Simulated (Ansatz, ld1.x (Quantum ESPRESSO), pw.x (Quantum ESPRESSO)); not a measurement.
**From atom to crystal: PAW potential for boron (B)**

- Element: B (Z = 5)
- Generator: ld1.x (Quantum ESPRESSO) 7.5
- Type: PAW
- Functional: PBE
- Relativity: scalar-relativistic
- Frozen core: [He]
- Valence charge: 3
- Reference configuration: 2s2 2p1
- Partial waves: 2s (bound): rcut 1.25, rcutus 1.65 bohr; 2s channel at 3.55 Ry: rcut 1.25, rcutus 1.65 bohr; 2p (bound): rcut 1.65, rcutus 2.25 bohr; 2p channel at 0.3 Ry: rcut 1.65, rcutus 2.25 bohr; 3d channel at 0.1 Ry: rc 2.30 bohr
- Local potential: the d channel
- Core correction: none
- Augmentation charge: BESSEL, radius 1.25 bohr

Crystal test: bcc B in pw.x 7.5, no spin, 18³ k-points, Fermi–Dirac smearing 0.01 Ry, cutoffs 40/320 Ry. The reference is all-electron LAPW (Ansatz 0.2.0) with the same functional, mesh and smearing; V0 and B0 come from Birch–Murnaghan fits to the pressures at five volumes. Errors are pseudo minus all-electron; Δ is the rms difference of the E(V) curves that follow from these fits, minima aligned, over ±6 % about the mean V0. Mesh and smearing are coarse, so the numbers serve the comparison and aren't converged zero-temperature values; the lattice is a test structure that the element need not adopt.

All-electron: a0 = 2.308 Å (V0 = 6.15 Å³/atom), B0 = 225.7 GPa.

Task: How far does the potential miss the all-electron equation of state?

Result: mean pressure error (GPa): +0.83; a0 (Å): 2.311; a0 error (%): +0.12; B0 error (%): -0.5; Δ (meV/atom): 1.1. The largest radius (2.30 bohr) exceeds half the bond length (1.89 bohr), so the spheres overlap, which is one possible source of error among others. Atomic configuration tests: test run stopped at test 1 of 7 (negative rho).

| V (Å³/atom) | P all-electron (GPa) | P pseudo (GPa) |
| --- | --- | --- |
| 5.869 | 11.78 | 12.75 |
| 6.024 | 4.93 | 5.83 |
| 6.178 | -1.02 | -0.19 |
| 6.332 | -6.17 | -5.41 |
| 6.487 | -10.61 | -9.91 |

Task: At the middle volume, how do free energy and pressure move when the wave cutoff is lowered (ecutrho held at 320 Ry)?

Result:

```json
{"cutoff (Ry)": "18", "shift of F (meV/atom)": "+7.0", "shift of P (GPa)": "-0.05"}
{"cutoff (Ry)": "24", "shift of F (meV/atom)": "+2.0", "shift of P (GPa)": "-0.16"}
{"cutoff (Ry)": "32", "shift of F (meV/atom)": "+0.3", "shift of P (GPa)": "+0.03"}
```

The 8 pw.x runs together took about 19 s on one core of a shared server CPU.
